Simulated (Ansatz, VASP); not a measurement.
# Cross-check of Fe (Fe wire along [111], 4 atoms a period) between VASP and Ansatz

Wanted: the spread between two codes on one cell, functional and k mesh. The structure shown is the start of the Ansatz relaxation below; VASP solves that cell, so the two are compared at the walk's first step.

Main program and level: Ansatz 0.2.0; plane waves, with VASP 6.6.1 beside it; single point at PBE.

**1. The structure**

The cell holds 4 atoms: 4 Fe. Its edges and angles: a = 8.801 Å, b = 10.266 Å, c = 2.451 Å, α = 90.0°, β = 90.0°, γ = 90.0°. Vacuum lies along a and b. The structure's axis is c.

**2. Ansatz: relaxation, PBE**

Ansatz runs on its PAW soft_1 files.

The two programs are compared at the cell with which this relaxation starts, whose forces are those of its first step.

Input file input.yaml:

```yaml
crystal:
  lattice:
    - [8.801, 0.0, 0.0]
    - [0.0, 10.266, 0.0]
    - [0.0, 0.0, 2.4508518927]
  atoms:
    - { symbol: Fe, position: [0.386319736, 0.443731021, 0.0], spin: 2.4 }
    - { symbol: Fe, position: [0.386319736, 0.668812389, 0.333333333], spin: 2.4 }
    - { symbol: Fe, position: [0.613693011, 0.331190337, 0.333333333], spin: 2.4 }
    - { symbol: Fe, position: [0.613693011, 0.556271705, 0.666666667], spin: 2.4 }
magnetization:
  spin_polarized: true
kpoints:
  mp_grid: { grid: [1, 1, 33] }
scf:
  occupations: { method: fermi_dirac, width: 0.05 }
hamiltonian:
  xc: pbe
  pseudopotentials: { kind: paw, azcp: { folder: soft_1 } }
relax:
  cell: { fix: [a, b, alpha, beta, gamma] }
  max_steps: 45
  f_tol: 0.03
```

Run with:

```
$ ansatz run input.yaml --threads 4 --pin off --max-ram 16384MiB --backend cpu --events-out ev --progress --plain --runs-dir out
```

Numbers of over 12 decimals in the logs are rounded to 6 here.

The program printed:

```text
Engine: ansatz 0.2.0, aarch64-unknown-linux-gnu
Pseudopotentials: kind: paw
Pseudopotential: Fe, paw, valence charge 16, recommended cutoff 420 eV (normal), soft_1/Fe.paw.azcp
Functional definition: PBE
  parameter kappa = 0.804
  parameter beta = 0.066725
  exchange = pbe_x(kappa = kappa, mu = beta*pi^2/3)
  correlation = pbe_c(beta = beta)
Crystal: 4 atoms, lattice volume = 221.437 Å³
Basis set: ecut = 420 eV, 4287 PW (Γ), exchange–correlation on 120×144×36 points (8 copies of the dense FFT grid, shifted against one another)
Bands: 45, of which v1, the nominal top of the filled ones, is band 32 counted from 1 (31 counted from 0)
Symmetry: 2 space group operations
Space group: P-1 (ITA 2), of the structure as read, at distance tolerance 6.0e-5 Å
Magnetic group: BNS 2.4 (UNI 4), of the structure as read, at distance tolerance 6.0e-5 Å
k-points: 17 of 33
Non-local potential: Fe, projectors of the file, l = 0: 3, l = 1: 2, l = 2: 3, l = 3: 1
PAW form: soft (Blöchl's): semilocal exchange-correlation on the pseudo side does not see the compensation charge
PAW one-centre angular grid: Fe, 590 points (default); XC on 64 Gauss nodes
Initial density: superposition of atomic densities (neutral atoms: chi_scale 0, normalization atom)
Starting moments: Σ|m| = 9.6 μB on 4 of 4 sites
Initial wavefunctions: pseudopotential atomic-orbital guess
Functional: x = pbe(κ = 0.804, μ = 0.219515), c = pbe(β = 0.066725)
SCF iter   1: F=—  HF=-17913.024278 eV  |F-HF|=—  |Δ(HF+E_count)|=         —  Δρ=3.10e-2 (↑3.05e-2 ↓3.10e-2)  dr2=1.02e1  dr2_m=1.47e0  M=10.724 μB ∫|m|=10.789 μB  β_m=0.30  ethr=3.10e-3  ⟨swp⟩=9.2  Hψ=7073  notcnv=0  defer=13
Mixer restart at iter 1: flushing history
preconditioner: auto → LDOS  [metal: Δε(μ)=0.003 eV  Ē_g=4.893 eV  σ=0.050 eV  W_gap=0.02  n_scr=32 (ndim 8)  ℏωp=14.1 eV  f_vac=0.589  D(μ)=6.73/eV (n_scr^D=40)]
spin=Collinear: LDOS preconditioning applied to the charge; magnetization (m = ρ↑ − ρ↓) channel mixes plain (no charge-response kernel on spin).
SCF iter   2: F=—  HF=-17912.839469 eV  |F-HF|=—  |Δ(HF+E_count)|=   1.85e-1  Δρ=2.67e-2 (↑2.67e-2 ↓2.14e-2)  dr2=2.23e0  dr2_m=1.02e0  M=11.051 μB ∫|m|=11.148 μB  β_m=0.46  ethr=3.10e-3  ⟨swp⟩=2.9  Hψ=2779  notcnv=0  defer=83
SCF iter   3: F=—  HF=-17914.915360 eV  |F-HF|=—  |Δ(HF+E_count)|=    2.08e0  Δρ=1.48e-2 (↑9.50e-3 ↓1.48e-2)  dr2=9.63e-2  dr2_m=2.79e-1  M=11.585 μB ∫|m|=11.756 μB  β_m=0.55  ethr=3.10e-3  ⟨swp⟩=2.7  Hψ=2707  notcnv=0  defer=86
SCF iter   4: F=—  HF=-17915.445984 eV  |F-HF|=—  |Δ(HF+E_count)|=         —  Δρ=1.27e-2 (↑1.27e-2 ↓7.16e-3)  dr2=7.01e-2  dr2_m=1.93e-1  M=12.054 μB ∫|m|=12.308 μB  β_m=0.55  ethr=1.50e-4  ⟨swp⟩=3.1  Hψ=2983  notcnv=0  defer=89
SCF iter   5: F=—  HF=-17915.502131 eV  |F-HF|=—  |Δ(HF+E_count)|=   5.61e-2  Δρ=2.13e-3 (↑2.13e-3 ↓1.87e-3)  dr2=9.38e-3  dr2_m=6.02e-3  M=12.088 μB ∫|m|=12.403 μB  β_m=0.63  ethr=1.10e-4  ⟨swp⟩=3.1  Hψ=2886  notcnv=0  defer=87
SCF iter   6: F=—  HF=-17915.505671 eV  |F-HF|=—  |Δ(HF+E_count)|=   3.54e-3  Δρ=1.05e-3 (↑4.86e-4 ↓1.05e-3)  dr2=4.26e-3  dr2_m=6.49e-4  M=12.117 μB ∫|m|=12.449 μB  β_m=0.69  ethr=1.46e-5  ⟨swp⟩=2.2  Hψ=2568  notcnv=0  defer=84
SCF iter   7: F=—  HF=-17915.507789 eV  |F-HF|=—  |Δ(HF+E_count)|=   2.12e-3  Δρ=5.37e-4 (↑4.28e-4 ↓5.37e-4)  dr2=4.58e-4  dr2_m=4.07e-4  M=12.130 μB ∫|m|=12.469 μB  β_m=0.84  ethr=6.66e-6  ⟨swp⟩=2.0  Hψ=2409  notcnv=0  defer=84
SCF iter   8: F=—  HF=-17915.508316 eV  |F-HF|=—  |Δ(HF+E_count)|=   5.26e-4  Δρ=2.83e-4 (↑2.83e-4 ↓2.07e-4)  dr2=3.76e-4  dr2_m=1.47e-5  M=12.142 μB ∫|m|=12.489 μB  β_m=0.73  ethr=7.16e-7  ⟨swp⟩=2.9  Hψ=3379  notcnv=0  defer=84
SCF iter   9: F=—  HF=-17915.508276 eV  |F-HF|=—  |Δ(HF+E_count)|=   3.93e-5  Δρ=1.24e-4 (↑1.24e-4 ↓6.58e-5)  dr2=2.56e-5  dr2_m=1.12e-5  M=12.145 μB ∫|m|=12.493 μB  β_m=0.80  ethr=5.88e-7  ⟨swp⟩=2.2  Hψ=2271  notcnv=0  defer=84
[...]
SCF 1 converged in 13 iterations: F = -17915.508280 eV  dr2 = 6.32e-8
[...]
Crystal: 4 atoms, lattice volume = 219.498 Å³
[...]
preconditioner: auto → LDOS  [metal: Δε(μ)=0.013 eV  Ē_g=5.040 eV  σ=0.050 eV  W_gap=0.06  n_scr=16 (ndim 8)  ℏωp=14.2 eV  f_vac=0.634  D(μ)=4.51/eV (n_scr^D=26)]
spin=Collinear: LDOS preconditioning applied to the charge; magnetization (m = ρ↑ − ρ↓) channel mixes plain (no charge-response kernel on spin).
[...]
SCF 12 converged in 8 iterations: F = -17915.680144 eV  dr2 = 2.95e-8
relax step  12: F+E_penalty+E_count = -17915.68014423 eV  Δ(F+E_penalty+E_count) = -5.129e-4 eV  max|allowed force component| = 2.052e-2 eV/Å  Δτ_max = 0.0076 Å  P = +0.056 GPa  Ω = 219.498 Å³  energy of the carried Pulay correction = +4.867e-4 eV  fix = [a, b, alpha, beta, gamma]  reactions: a +0.126, b +0.041 GPa; alpha +0.004, beta +0.014, gamma -0.000 GPa/rad  (8 SCF iters, dr2 threshold 2.18e-7 eV, accepted)
Initial wavefunctions: pseudopotential atomic-orbital guess (no wavefunctions were taken with the density)
[...]
SCF iter   1: F=—  HF=-17915.679520 eV  |F-HF|=—  |Δ(HF+E_count)|=         —  Δρ=1.78e-5 (↑1.18e-5 ↓1.78e-5)  dr2=1.26e-6  dr2_m=4.02e-8  M=11.920 μB ∫|m|=12.190 μB  β_m=0.65  ethr=5.49e-6  ⟨swp⟩=3.1  Hψ=10474  notcnv=0
eigensolver tolerance schedule: the retry pair's looser diagonalisation over-reported the residual by 2793.27 of it (diagonalisation noise at an unbounded share of the residual, at the tolerance the schedule requests for it); recorded, not acted on — ethr = c·dr2/N_el stays at c = 1.0e-1
preconditioner: auto → LDOS  [metal: Δε(μ)=0.012 eV  Ē_g=5.039 eV  σ=0.050 eV  W_gap=0.06  n_scr=16 (ndim 8)  ℏωp=14.2 eV  f_vac=0.634  D(μ)=4.51/eV (n_scr^D=26)]
spin=Collinear: LDOS preconditioning applied to the charge; magnetization (m = ρ↑ − ρ↓) channel mixes plain (no charge-response kernel on spin).
SCF iter   2: F=—  HF=-17915.679594 eV  |F-HF|=—  |Δ(HF+E_count)|=   7.43e-5  Δρ=6.06e-6 (↑6.06e-6 ↓5.51e-6)  dr2=3.92e-7  dr2_m=2.99e-9  M=11.920 μB ∫|m|=12.189 μB  β_m=0.61  ethr=1.96e-9  ⟨swp⟩=3.0  Hψ=3144  notcnv=0
SCF iter   3: F=—  HF=-17915.679594 eV  |F-HF|=—  |Δ(HF+E_count)|=   6.06e-8  Δρ=3.43e-6 (↑3.43e-6 ↓1.83e-6)  dr2=4.05e-8  dr2_m=8.00e-9  M=11.919 μB ∫|m|=12.189 μB  β_m=0.70  ethr=6.12e-10  ⟨swp⟩=2.0  Hψ=1924  notcnv=0
SCF iter   4: F=—  HF=-17915.679594 eV  |F-HF|=—  |Δ(HF+E_count)|=   2.48e-8  Δρ=1.62e-6 (↑1.10e-6 ↓1.62e-6)  dr2=3.23e-8  dr2_m=9.06e-10  M=11.919 μB ∫|m|=12.189 μB  β_m=0.63  ethr=6.32e-11  ⟨swp⟩=2.6  Hψ=2549  notcnv=0
SCF iter   5: F=—  HF=-17915.679594 eV  |F-HF|=—  |Δ(HF+E_count)|=  8.40e-10  Δρ=1.24e-6 (↑1.24e-6 ↓4.71e-7)  dr2=3.89e-9  dr2_m=6.79e-10  M=11.919 μB ∫|m|=12.189 μB  β_m=0.56  ethr=5.05e-11  ⟨swp⟩=2.1  Hψ=2183  notcnv=0
SCF iter   6: F=—  HF=-17915.679594 eV  |F-HF|=—  |Δ(HF+E_count)|=  5.28e-10  Δρ=2.80e-7 (↑2.49e-7 ↓2.80e-7)  dr2=2.77e-10  dr2_m=6.97e-11  M=11.919 μB ∫|m|=12.189 μB  β_m=0.65  ethr=6.07e-12  ⟨swp⟩=2.1  Hψ=2147  notcnv=0
SCF iter   7: F=—  HF=-17915.679594 eV  |F-HF|=—  |Δ(HF+E_count)|=  3.27e-10  Δρ=1.42e-7 (↑1.06e-7 ↓1.42e-7)  dr2=5.81e-11  dr2_m=1.78e-11  M=11.919 μB ∫|m|=12.189 μB  β_m=0.69  ethr=1.00e-12  ⟨swp⟩=2.2  Hψ=2108  notcnv=0
SCF iter   8: F=—  HF=-17915.679594 eV  |F-HF|=—  |Δ(HF+E_count)|=  9.09e-11  Δρ=1.33e-7 (↑4.57e-8 ↓1.33e-7)  dr2=4.21e-11  dr2_m=9.91e-12  M=11.919 μB ∫|m|=12.189 μB  β_m=0.83  ethr=1.00e-12  ⟨swp⟩=1.3  Hψ=1558  notcnv=0
SCF iter   9: F=—  HF=-17915.679594 eV  |F-HF|=—  |Δ(HF+E_count)|=  1.82e-11  Δρ=6.65e-8 (↑6.65e-8 ↓2.68e-8)  dr2=8.03e-12  dr2_m=2.42e-12  M=11.919 μB ∫|m|=12.189 μB  β_m=0.79  ethr=1.00e-12  ⟨swp⟩=4.6  Hψ=4467  notcnv=0
SCF iter  10: F=-17915.679594 eV  HF=-17915.679594 eV  |F-HF|=1.82e-11  |Δ(HF+E_count)|=    0.00e0  Δρ=2.70e-8 (↑1.32e-8 ↓2.70e-8)  dr2=3.48e-12  dr2_m=1.44e-13  M=11.919 μB ∫|m|=12.189 μB  ethr=1.00e-12  ⟨swp⟩=3.0  Hψ=4769  notcnv=0
SCF 13 converged in 10 iterations: F = -17915.679594 eV  dr2 = 3.48e-12
relax step  13: F+E_penalty+E_count = -17915.67959414 eV  Δ(F+E_penalty+E_count) = +5.501e-4 eV  max|allowed force component| = 2.065e-2 eV/Å  Δτ_max = 0.0000 Å  P = +0.060 GPa  Ω = 219.498 Å³  fix = [a, b, alpha, beta, gamma]  reactions: a +0.129, b +0.044 GPa; alpha +0.003, beta +0.013, gamma -0.000 GPa/rad  stress off target by 7.81e-3 GPa on what of the cell is left free  SCF on the basis re-selected at this cell (its energy is not comparable with the rows above)  (10 SCF iters)
basis re-selected at this cell: Δ(F+E_penalty+E_count) = +5.501e-4 eV, ΔP = +0.004 GPa vs the last step (what re-selecting the basis moved, of the pressure what is left beyond the Pulay correction that the steps carried, after the strain that the cell walked since its last selection, with what the two solves' SCF thresholds leave and, on support functions, any second-order correction that the steps lacked; it is no m [...]
SCF converged after 10 iterations
Magnetization: 11.9193 μB (37.9596 up, 26.0404 down)
Absolute magnetization: 12.1904 μB (∫|ρ↑−ρ↓|, with the PAW one-centre terms)
Spin contamination: 0.1410 ħ² per cell (⟨S²⟩ above its minimum at these occupations)
Per-site moments (μB) at R_I (Å): [(2.722394, 0.978047), (2.770621, 0.978047), (2.770621, 0.978047), (2.722394, 0.978047)]
Free energy (F): -17915.679594 eV
Harris-Foulkes:  -17915.679594 eV  (|F-HF|=1.82e-11)
Internal energy: -17915.641186 eV  (E = F + TS)
E sigma→0 (E₀):  -17915.660390 eV
Entropy (-TS):   -0.038408 eV (-9.602 meV/atom)
Fermi energy:    0.921783 eV
--- Per-component energies (eV) ---
  E_band       = -1975.789221
  E_kinetic    = 1316.060299
  E_local      = -31833.639310  (includes V_loc(G=0)·N_el)
  E_nonlocal   = 1179.345883
  E_hartree    = 14622.445850
  E_xc         = -433.012393
  E_vxc        = -555.309141  (∫ρ·V_xc dr)
  E_paw        = -5543.072261  (= ΣΔE_a)
  E_vpaw       = -1327.134692  (= ΣTr[D̂ρ^β])
  E_aug_tail   = -0.003863  (compensation charges beyond the density's cutoff)
  E_ewald      = 2776.234608
  E_smearing   = -0.038408  (= −TS)
  E_closure    = 0.000000  (closes the sum)
  Σ components = -17915.679594   (vs F -17915.679594, Δ=0.00e0)
--- Forces (eV/Å), atoms counted from 1 ---
  atom   1  Fe    -0.02064913    -0.00605109     0.00093609
  atom   2  Fe    -0.00011548     0.00846770     0.00026899
  atom   3  Fe     0.00011548    -0.00846770    -0.00026899
  atom   4  Fe     0.02064913     0.00605109    -0.00093609
  max |Σ_I F_I| component: 1.08e-19 eV/Å
--- Stress (GPa, compression-positive) ---
        0.128897       0.000266      -0.012862
        0.000266       0.044222      -0.003467
       -0.012862      -0.003467       0.007806
  P = ⅓ Tr σ = 0.0603 GPa (0.603 kbar)
--- Relaxed structure (12 steps of the walk, 12 accepted, 1 SCFs on fresh bases) ---
  F+E_penalty+E_count = -17915.67959414 eV   max|allowed force component| = 2.065e-2 eV/Å   (the final SCF, on the basis selected at the relaxed cell)
  cell:  # Å, volume = 219.4978 Å³
    - [8.801, 0, 0]
    - [0, 10.266, 0]
    - [0, 0, 2.429388]
  atoms:
    - { symbol: Fe, position: [0.374610, 0.466888, -0.042770] }
    - { symbol: Fe, position: [0.437859, 0.673096, 0.333848] }
    - { symbol: Fe, position: [0.562141, 0.326904, 0.332819] }
    - { symbol: Fe, position: [0.625390, 0.533112, 0.709437] }
```

(Continued in part 2 of 2.)

[Lines on the potential files, build, host, timing and source positions are cut from VASP's logs without a mark.]

[Logs are printed without paths, hosts, clocks, repeated set-up lines and the standing remarks that a program may print on its own settings, such as how far it seeks lower states.]

[Hosts, paths, dates, database ids (printed as entryN), source tags and the programs' standing remarks are cut or masked in the printed files.]
